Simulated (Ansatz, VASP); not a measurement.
# Cross-check of SiF (F-SiSi-F chair monolayer) between VASP and Ansatz, part 2 of 2

Aim: how closely do two programs agree when they are given the same cell, functional and k mesh? The structure shown is the start of the Ansatz relaxation below; VASP solves that cell, so the two are compared at the walk's first step.

VASP 6.6.1 and Ansatz 0.2.0.

So far: Set-up; Ansatz: relaxation, r2SCAN with D4.

### 3. VASP: single point, r2SCAN with D4, start cell

Level of this step: r2SCAN with D4; plane waves and PAW (F, Si) (VASP).

The same cell, functional, mesh and smearing now go to VASP, with its own data sets.

Lines of VASP's logs that name or quote its potential files are left out, and so is its time.

Input file INCAR:

```
SYSTEM = SiF
PREC = Accurate
ENCUT = 580
EDIFF = 1E-06
NELM = 120
ISMEAR = -1
SIGMA = 0.05
LREAL = .FALSE.
ALGO = Normal
METAGGA = R2SCAN
IVDW = 13
VDW_S6 = 1
VDW_S8 = 0.6018749
VDW_A1 = 0.51559235
VDW_A2 = 5.77342911
LASPH = .TRUE.
NBANDS = 17
LORBIT = 11
LWAVE = .FALSE.
LCHARG = .FALSE.
ISIF = 2
LDIPOL = .TRUE.
IDIPOL = 3
DIPOL = 0.5 0.5 0.5
LVHAR = .TRUE.
GGA_COMPAT = .FALSE.
EFERMI = MIDGAP
NELMDL = -8
LMIXTAU = .TRUE.
KPAR = 2
```

Input file POSCAR:

```
SiF
1.0
    3.6630000000      0.0000000000      0.0000000000
   -1.8315000000      3.1722510000      0.0000000000
    0.0000000000      0.0000000000     39.2000000000
F Si
2 2
Direct
    0.6666666667      0.3333333333      0.4477040816
    0.3333333333      0.6666666667      0.5522959184
    0.6666666667      0.3333333333      0.4905612245
    0.3333333333      0.6666666667      0.5094387755
```

Input file KPOINTS:

```
Automatic mesh
0
Gamma
12 12 1
0 0 0
```

The projector-augmented-wave data sets are F and Si (PBE family, release 64).

Command:

```sh
$ mpirun -np 2 vasp_std
```

Numbers of over 12 decimals in the logs are rounded to 6 here.

The program printed:

```text
[banner, memory and clock lines left out]
running    2 mpi-ranks, on    1 nodes
 distrk:  each k-point on    1 cores,    2 groups
 distr:  one band on    1 cores,    1 groups

 POSCAR found type information on POSCAR F Si
 POSCAR found :  2 types and       4 ions
|                                                                             |
|               ----> ADVICE to this user running VASP <----                  |
|                                                                             |
|     You enforced a specific xc type in the INCAR file but a different       |
|     [... a line on the potential file left out ...]
|     I HOPE YOU KNOW WHAT YOU ARE DOING!                                     |
|                                                                             |

 LDA part: xc-table for (None), standard interpolation
 POSCAR, INCAR and KPOINTS ok, starting setup
 FFT: planning ... GRIDC
 FFT: planning ... GRID_SOFT
 FFT: planning ... GRID
 WAVECAR not read
 entering main loop
       N       E                     dE             d eps       ncg     rms          rms(c)
DAV:   1     0.170989453766E+03    0.17099E+03   -0.83137E+03   798   0.953E+02
DAV:   2    -0.890056611000E+01   -0.17989E+03   -0.17309E+03   969   0.201E+02
DAV:   3    -0.368417491047E+02   -0.27941E+02   -0.27841E+02   735   0.939E+01
DAV:   4    -0.373774964926E+02   -0.53575E+00   -0.53481E+00   846   0.144E+01
DAV:   5    -0.373831346473E+02   -0.56382E-02   -0.56286E-02   873   0.141E+00
DAV:   6    -0.373832539540E+02   -0.11931E-03   -0.11901E-03   895   0.195E-01
DAV:   7    -0.373832575585E+02   -0.36045E-05   -0.36028E-05   895   0.285E-02
DAV:   8    -0.373832576250E+02   -0.66525E-07   -0.66157E-07   789   0.362E-03    0.101E+01
DAV:   9    -0.336695128535E+02    0.37137E+01   -0.22199E+00   716   0.134E+01    0.650E+00
DAV:  10    -0.316303557902E+02    0.20392E+01   -0.87568E-01   796   0.105E+01    0.269E+00
DAV:  11    -0.347033308201E+02   -0.30730E+01   -0.79274E-01   753   0.111E+01    0.425E-01
DAV:  12    -0.313237828831E+02    0.33795E+01   -0.32082E-01   698   0.702E+00    0.482E-01
DAV:  13    -0.332147597926E+02   -0.18910E+01   -0.24963E-01   674   0.453E+00    0.464E-01
DAV:  14    -0.332572838930E+02   -0.42524E-01   -0.82675E-03   964   0.879E-01    0.261E-01
[...]
DAV:  98    -0.303170573518E+02   -0.31106E-04   -0.76625E-08   748   0.366E-03    0.738E-03
DAV:  99    -0.303172816432E+02   -0.22429E-03   -0.16760E-04   651   0.184E-01    0.687E-03
DAV: 100    -0.303172191600E+02    0.62483E-04   -0.35207E-04   648   0.262E-01    0.671E-03
DAV: 101    -0.303171957881E+02    0.23372E-04   -0.16438E-05   729   0.521E-02    0.642E-03
DAV: 102    -0.303172341186E+02   -0.38331E-04   -0.30406E-06   790   0.259E-02    0.624E-03
DAV: 103    -0.303178100786E+02   -0.57596E-03   -0.14884E-04   648   0.164E-01    0.594E-03
DAV: 104    -0.303183286953E+02   -0.51862E-03   -0.80798E-05   665   0.123E-01    0.686E-03
DAV: 105    -0.303183280749E+02    0.62049E-06   -0.30515E-07   817   0.577E-03
   1 F= -.30482049E+02 E0= -.30481919E+02  d E =-.259909E-03
```

OUTCAR, selected parts (step 3):

```text
ion  position               nearest neighbor table
   1  0.667  0.333  0.448-   3 1.68
   2  0.333  0.667  0.552-   4 1.68
   3  0.667  0.333  0.491-   1 1.68   4 2.24   4 2.24   4 2.24
   4  0.333  0.667  0.509-   2 1.68   3 2.24   3 2.24   3 2.24

  LATTYP: Found a hexagonal cell.
 ALAT       =     3.6630000000
 C/A-ratio  =    10.7016107016

 Subroutine GETGRP returns: Found 12 space group operations
 (whereof 12 operations were pure point group operations)

The static configuration has the point symmetry D_3d.

 Found     19 irreducible k-points:

   k-points           NKPTS =     19   k-points in BZ     NKDIM =     19   number of bands    NBANDS=     17

   dimension x,y,z NGX =    30 NGY =   30 NGZ =  320
   dimension x,y,z NGXF=    60 NGYF=   60 NGZF=  640

   ENCUT  =  580.0 eV  42.63 Ry    6.53 a.u.   7.19  7.19 76.98*2*pi/ulx,y,z

   NELECT =      22.0000    total number of electrons

 k-points in reciprocal lattice and weights: Automatic mesh
   0.00000000  0.00000000  0.00000000       0.007
   0.08333333 -0.00000000  0.00000000       0.042
   0.16666667 -0.00000000  0.00000000       0.042
   0.25000000  0.00000000  0.00000000       0.042
   0.33333333 -0.00000000  0.00000000       0.042
   0.41666667  0.00000000  0.00000000       0.042
   0.50000000  0.00000000  0.00000000       0.021
   0.08333333  0.08333333  0.00000000       0.042
   0.16666667  0.08333333  0.00000000       0.083
[...]
0.33333333  0.25000000  0.00000000       0.083
   0.33333333  0.33333333  0.00000000       0.014

 dipolmoment           0.000000      0.000000     -0.000000 electrons x Angstroem

 average (electrostatic) potential at core
       1 -89.9120       2 -89.9120       3 -97.7603       4 -97.7603

 E-fermi :  -5.4673

 k-point     1 :       0.0000    0.0000    0.0000
  band No.  band energies     occupation
    ...
      7     -10.7337      2.00000
      8     -10.6097      2.00000
      9     -10.6097      2.00000
     10      -5.6682      1.96467
     11      -5.6682      1.96467
     12      -5.3051      0.07515
     13      -1.5513      0.00000
     14      -1.5513      0.00000
     15       0.3449      0.00000
     16       0.9061      0.00000
    ...

 k-point     2 :       0.0833   -0.0000    0.0000
  band No.  band energies     occupation
    ...
      7     -10.7532      2.00000
      8     -10.6201      2.00000
      9     -10.6149      2.00000
     10      -6.3074      2.00000
     11      -5.8443      1.99894
     12      -5.0291      0.00031
     13      -1.6421      0.00000
     14      -1.1787      0.00000
     15       0.7444      0.00000
     16       1.0425      0.00000
    ...

 k-point     3 :       0.1667   -0.0000    0.0000
  band No.  band energies     occupation
    ...
      7     -10.8051      2.00000
      8     -10.6467      2.00000
      9     -10.6307      2.00000
     10      -7.4000      2.00000
     11      -6.2276      2.00000
     12      -4.6789      0.00000
     13      -1.9649      0.00000
     14      -0.2128      0.00000
     15       1.4090      0.00000
     16       1.7281      0.00000
    ...

  DFT-D4 for vdW energy calculation

  Edisp (eV):   -0.16372

  Total       4.93753     4.93753    -5.75323    -0.00000     0.00000     0.00000
  in kB      17.36720    17.36720   -20.23632    -0.00000     0.00000     0.00000
  external pressure =        4.83 kB  Pullay stress =        0.00 kB

  energy-cutoff  :      580.00
  volume of cell :      455.50
      direct lattice vectors                 reciprocal lattice vectors
     3.663000000  0.000000000  0.000000000     0.273000273  0.157616784  0.000000000
    -1.831500000  3.172251000  0.000000000     0.000000000  0.315233568  0.000000000
     0.000000000  0.000000000 39.200000000     0.000000000  0.000000000  0.025510204

 POSITION                                       TOTAL-FORCE (eV/Angst)
 -----------------------------------------------------------------------------------
      1.83150      1.05742     17.55000         0.000000      0.000000      1.818003
     -0.00000      2.11483     21.65000        -0.000000     -0.000000     -1.818003
      1.83150      1.05742     19.23000        -0.000000     -0.000000     -2.386441
     -0.00000      2.11483     19.97000        -0.000000      0.000000      2.386441
 -----------------------------------------------------------------------------------
    total drift:                                0.000000      0.000000      0.000000

  FREE ENERGIE OF THE ION-ELECTRON SYSTEM (eV)
  ---------------------------------------------------
  free  energy   TOTEN  =       -30.4820490001 eV

  energy  without entropy=      -30.4817890910  energy(sigma->0) =      -30.48191905

 vacuum level on the upper side and lower side of the slab         1.410         1.410

 total charge
# of ion       s       p       d       tot
------------------------------------------
    1        1.744   4.370   0.000   6.114
    2        1.744   4.370   0.000   6.114
    3        0.736   1.003   0.000   1.739
    4        0.736   1.003   0.000   1.739
--------------------------------------------------
tot          4.960  10.747   0.000  15.707

[... 3 further parts left out ...]
```

### 4. Differences

Known differences besides the potentials themselves: VASP keeps PBE cores, Ansatz makes them for the functional; Ansatz cuts the interaction across the vacuum, VASP repeats the sheet with a dipole correction; the cutoff is 500 eV in Ansatz and 580 eV in VASP. Total energies have different zeros and are not compared.

Forces (eV/Å; atoms numbered as in POSCAR):

```tsv
atom	Ansatz x, y, z	VASP x, y, z
F1	0.000, 0.000, 1.978	0.000, 0.000, 1.818
F2	0.000, 0.000, -1.978	0.000, 0.000, -1.818
Si3	0.000, 0.000, -2.579	0.000, 0.000, -2.386
Si4	0.000, 0.000, 2.579	0.000, 0.000, 2.386
```

The forces differ by 102 meV/Å r.m.s., which is 8.3 % of the r.m.s. force of 1.225 eV/Å (both taken over all components). With vacuum in the cell, a pressure given here is an average over mostly empty space and none of the material.

### 5. Outcome

| Property | Result |
| --- | --- |
| r.m.s. force difference (single point, r2SCAN with D4, start cell) | 8.3 % of the r.m.s. force |

In words: The r.m.s. force difference is 8.3 % of the r.m.s. force (single point, r2SCAN with D4, start cell), beyond the 3 % picked in this series as the mark of a large difference. What causes the difference of the single point, r2SCAN with D4, start cell pair stays open here. VASP runs on this material, other cells of it included, that failed, so that no pair exists: single point, r2SCAN (not converged). 1 further run of this series is not shown here. Such differences can come from data sets, numerical settings and the points named under the comparisons, not from the functional's error against experiment.

[Lines on the potential files, build, host, timing and source positions are cut from VASP's logs without a mark.]

[Logs are printed without paths, hosts, clocks, repeated set-up lines and the standing remarks that a program may print on its own settings, such as how far it seeks lower states.]

[Hosts, paths, dates, database ids (printed as entryN), source tags and the programs' standing remarks are cut or masked in the printed files.]
